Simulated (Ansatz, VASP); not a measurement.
## Cs in VASP and in Ansatz

The input INCAR:

```
  PREC = Accurate
  ENCUT = 520
  EDIFF = 1E-6
  ISMEAR = 0
  SIGMA = 0.15
  LREAL = F
  LASPH = T
  NELM = 60
  ALGO = Fast
  ISIF = 2
  LWAVE = F
  LCHARG = F
  GGA = PE
  NBANDS = 10
```

Contents of KPOINTS:

```
Automatic mesh
0
Gamma
  12 12 12
```

POSCAR

```
Cs
1.0
   -3.0225000000      3.0225000000      2.8713750000
    3.0225000000     -3.0225000000      2.8713750000
    3.0225000000      3.0225000000     -2.8713750000
Cs
1
Direct
    0.0000000000      0.0000000000      0.0000000000
```

Input for Ansatz:

```yaml
crystal:
  lattice:
    - [-3.0225, 3.0225, 2.871375]
    - [3.0225, -3.0225, 2.871375]
    - [3.0225, 3.0225, -2.871375]
  atoms:
    - { symbol: Cs, position: [0.0, 0.0, 0.0] }
basis:
  ecutwfc: 420
kpoints:
  mp_grid: { grid: [12, 12, 12] }
hamiltonian:
  xc: pbe
scf:
  occupations: { method: gaussian, width: 0.15 }
output:
  forces: true
  stress: true
  eigenvalues: true
  write_density: true
  write_potential: true
  elf: true
  volumetric_format: npy
```

Change from the starting cell: strain +0.000 along x and y, -0.050 along z, atoms carried along.

Alike in both runs: task single point; functional PBE; k mesh 12 × 12 × 12; occupations gaussian, width 0.15 eV; no spin polarisation.

|  | VASP | Ansatz |
| --- | --- | --- |
| version | VASP 6.6.1 | Ansatz 0.2.0 |
| potentials or method | VASP PAW PBE potentials, release 64 (Cs_sv) | scalar-relativistic, plane waves, PAW |
| plane-wave cutoff (eV) | 520 | 420 |
| valence electrons in the cell | 9 | 9 |

```tsv
	VASP	Ansatz	Ansatz less VASP
gap on the k mesh at the Fermi level (eV)	none	none	-
pressure (GPa)	0.2	0.3	+0.01
```

A gap of «none» marks a metal or a gap that the smearing closes.

Spin-orbit coupling is left out, which matters for the levels of Cs.
